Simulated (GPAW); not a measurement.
SiC (Moissanite):

```xyz
4
Lattice="3.0760 0.0000 0.0000 -1.5380 2.6639 0.0000 0.0000 0.0000 5.0480" Properties=species:S:1:pos:R:3 pbc="T T T"
Si    1.5380    0.8880    2.5240
Si    0.0000    1.7759    0.0000
C     1.5380    0.8880    4.4675
C     0.0000    1.7759    1.9435
```

| Property | Result |
| --- | --- |
| Program | GPAW 26.7.0 |
| Task | relaxation of cell and atoms |
| Functional | BLYP |
| Dispersion | D3(BJ) |
| Potentials or basis | PAW data sets generated in the run's folder for this functional |
| Cutoff | 800 eV |
| Basis | pw |
| k mesh | 7 × 7 × 4 |
| Occupations | fermi-dirac, width 0.05 eV |
| Spin | no spin polarisation |

At the start: pressure -0.8 GPa; volume 10.34 Å³/atom.

**Question.** How do energy, volume and symmetry change on relaxing?

**Answer.** Over 7 steps the energy falls by 9.5 meV/atom and the volume is 10.29 Å³/atom (-0.5 %); space group P6_3mc (No. 186, to 0.05 Å).

Step by step:
```csv
step,energy change (eV),largest force (eV/Å),pressure (GPa),volume (Å³)
1,0.0000,0.7766,-0.81,41.36
2,-0.0273,0.4231,-0.89,41.34
3,-0.0376,0.0519,-0.68,41.29
4,-0.0379,0.0016,-0.60,41.27
5,-0.0380,0.0162,-0.45,41.24
6,-0.0381,0.0195,-0.06,41.17
7,-0.0381,0.0071,0.04,41.15
```

Final structure:
```
Si C
1.0
     3.07026    0.00000    0.00000
    -1.53513    2.65892    0.00000
     0.00000    0.00000    5.04063
Si C
2 2
Direct
  0.66667 0.33333 0.50463
  0.33333 0.66667 0.00463
  0.66667 0.33333 0.88037
  0.33333 0.66667 0.38037
```

Caveat: later steps reuse the first step's grids.
